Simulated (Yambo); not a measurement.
Here is a Yambo 5.3.0 calculation.

g0w00.in

```
gw0
dyson
el_el_corr
rim_cut
HF_and_locXC
ppa
em1d
RandQpts= 1000000
RandGvec= 50 RL
EXXRLvcs= 82 Ry
VXCRLvcs= 82 Ry
Chimod= "HARTREE"
% BndsRnXp
 1 | 124 |
%
NGsBlkXp= 12 Ry
% LongDrXp
 1 | 1 | 1 |
%
PPAPntXp= 27.21138 eV
% GbndRnge
 1 | 124 |
%
GTermKind= "BG"
DysSolver= "n"
ExtendOut
% QPkrange
 1 | 1 | 3 | 6 |
 13 | 13 | 3 | 6 |
%
```

The input scf.in:

```
&CONTROL
  calculation = 'scf'
  prefix = 'pwscf'
  outdir = './tmp'
  pseudo_dir = './pseudo'
/
&SYSTEM
  ibrav = 0
  nat = 2
  ntyp = 2
  ecutwfc = 82
  nbnd = 9
  occupations = 'smearing'
  smearing = 'fd'
  degauss = 0.00367493
  force_symmorphic = .true.
/
&ELECTRONS
  conv_thr = 4d-10
  electron_maxstep = 120
  mixing_beta = 0.5
/
ATOMIC_SPECIES
Si    28.0850 Si.upf
C     12.0110 C.upf
CELL_PARAMETERS angstrom
   0.0000000000    2.1790000000    2.1790000000
   2.1790000000    0.0000000000    2.1790000000
   2.1790000000    2.1790000000    0.0000000000
ATOMIC_POSITIONS crystal
Si     0.0000000000    0.0000000000    0.0000000000
C      0.7500000000    0.7500000000    0.7500000000
K_POINTS automatic
10 10 10 0 0 0
```

The input nscf.in:

```
&CONTROL
  calculation = 'nscf'
  prefix = 'pwscf'
  outdir = './tmp'
  pseudo_dir = './pseudo'
/
&SYSTEM
  ibrav = 0
  nat = 2
  ntyp = 2
  ecutwfc = 82
  nbnd = 124
  occupations = 'fixed'
  force_symmorphic = .true.
/
&ELECTRONS
  conv_thr = 1d-08
  diago_full_acc = .true.
  diago_thr_init = 1d-06
/
ATOMIC_SPECIES
Si    28.0850 Si.upf
C     12.0110 C.upf
CELL_PARAMETERS angstrom
   0.0000000000    2.1790000000    2.1790000000
   2.1790000000    0.0000000000    2.1790000000
   2.1790000000    2.1790000000    0.0000000000
ATOMIC_POSITIONS crystal
Si     0.0000000000    0.0000000000    0.0000000000
C      0.7500000000    0.7500000000    0.7500000000
K_POINTS automatic
6 6 6 0 0 0
```

Potentials or basis: Ansatz NC SR PBE.

Command:

```console
$ OMP_NUM_THREADS=1 pw.x -in scf.in > scf.out
$ OMP_NUM_THREADS=1 pw.x -in nscf.in > nscf.out
$ cd tmp/pwscf.save; p2y; mv SAVE ../..; cd ../..
$ OMP_NUM_THREADS=1 yambo
$ OMP_NUM_THREADS=1 yambo -F g0w00.in -J g0w00 -C g0w00_out
```

**Question.** What does it give for the quasiparticle gap?

**Answer.** 2.12 eV.

**Question.** Estimate the least direct quasiparticle gap.

**Answer.** 5.60 eV.

**Question.** What does it give for the band gap on the k mesh, mean-field level?

**Answer.** 1.35 eV, indirect (least direct gap 4.54 eV).

Quasiparticle terms (eV):
| k point | band | Kohn-Sham level | Vxc | Σx | Σc | Z | result |
| --- | --- | --- | --- | --- | --- | --- | --- |
| (0.000, 0.000, 0.000) | 3 | 0.00 | -14.93 | -17.49 | 1.70 | 0.80 | -0.69 |
| (0.000, 0.000, 0.000) | 4 | 0.00 | -14.93 | -17.49 | 1.71 | 0.80 | -0.68 |
| (0.000, 0.000, 0.000) | 5 | 6.21 | -13.20 | -7.59 | -5.30 | 0.80 | 6.46 |
| (0.000, 0.000, 0.000) | 6 | 7.29 | -11.33 | -5.88 | -5.14 | 0.81 | 7.54 |
| (0.000, -0.500, -0.500) | 3 | -3.19 | -13.57 | -17.37 | 2.57 | 0.79 | -4.16 |
| (0.000, -0.500, -0.500) | 4 | -3.19 | -13.57 | -17.37 | 2.56 | 0.79 | -4.16 |
| (0.000, -0.500, -0.500) | 5 | 1.35 | -10.51 | -6.44 | -3.95 | 0.82 | 1.44 |
| (0.000, -0.500, -0.500) | 6 | 4.31 | -10.77 | -6.02 | -4.43 | 0.82 | 4.58 |

Caveat: this version prints the column dSc/dw multiplied by 27.2; the terminator is approximate in this version, by hundredths of an eV.

**The experiment to reproduce.**

From “Insight into the structural, elastic and electronic properties of a new orthorhombic 6O-SiC polytype”, 2020, pmc:7200658, for a bulk crystal of SiC: band gap 2.4 eV (indirect).

Against the measured gap of SiC, 2.4 eV (indirect; quoted in “Insight into the structural, elastic and electronic properties of a new orthorhombic 6O-SiC polytype”, 2020, pmc:7200658), the calculated 2.12 eV is off by -0.28 eV. The value is that of G0W0 on PBE, without temperature or zero-point motion.
